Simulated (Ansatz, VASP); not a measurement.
ZnCu in VASP and in Ansatz

File INCAR:

```
  PREC = Accurate
  ENCUT = 520
  EDIFF = 1E-6
  ISMEAR = 0
  SIGMA = 0.1
  LREAL = False
  LASPH = True
  NELM = 60
  ALGO = Normal
  ISIF = 2
  LWAVE = False
  LCHARG = False
  GGA = PS
  NBANDS = 18
```

File KPOINTS:

```
Automatic mesh
0
Gamma
  6 6 6
```

File POSCAR:

```
ZnCu
1.0
    2.9450000000      0.0000000000      0.0000000000
    0.0000000000      2.9450000000      0.0000000000
    0.0000000000      0.0000000000      2.9450000000
Zn Cu
1 1
Direct
    0.5000000000      0.5000000000      0.5000000000
    0.0000000000      0.0000000000      0.0000000000
```

Input for Ansatz:

```yaml
crystal:
  lattice:
    - [2.945, 0.0, 0.0]
    - [0.0, 2.945, 0.0]
    - [0.0, 0.0, 2.945]
  atoms:
    - { symbol: Zn, position: [0.5, 0.5, 0.5] }
    - { symbol: Cu, position: [0.0, 0.0, 0.0] }
basis:
  ecutwfc: 420
kpoints:
  mp_grid: { grid: [6, 6, 6] }
hamiltonian:
  xc: pbesol
scf:
  occupations: { method: gaussian, width: 0.1 }
output:
  forces: true
  stress: true
  eigenvalues: true
```

Alike in both runs: task single point; functional PBEsol; k mesh 6 × 6 × 6; occupations gaussian, width 0.1 eV; no spin polarisation.

|  | VASP | Ansatz |
| --- | --- | --- |
| version | VASP 6.6.1 | Ansatz 0.2.0 |
| potentials or method | VASP PAW PBE potentials, release 64 (Zn, Cu) | scalar-relativistic, plane waves, PAW |
| plane-wave cutoff (eV) | 520 | 420 |
| valence electrons in the cell | 23 | 31 |

Ansatz gave:

* gap on the k mesh at the Fermi level (eV): none
* pressure (GPa): -4.1

**Question.** Estimate VASP's values.

**Answer.** gap on the k mesh at the Fermi level (eV): none; pressure (GPa): -3.5.

A gap of «none» marks a metal or a gap that the smearing closes. The functional is the same, so the differences come from potentials, cutoffs and numerics. The two sets of potentials don't hold the same shells in valence.

Caveats: the PAW data sets were made with another functional, which shifts forces and pressure a little (VASP).
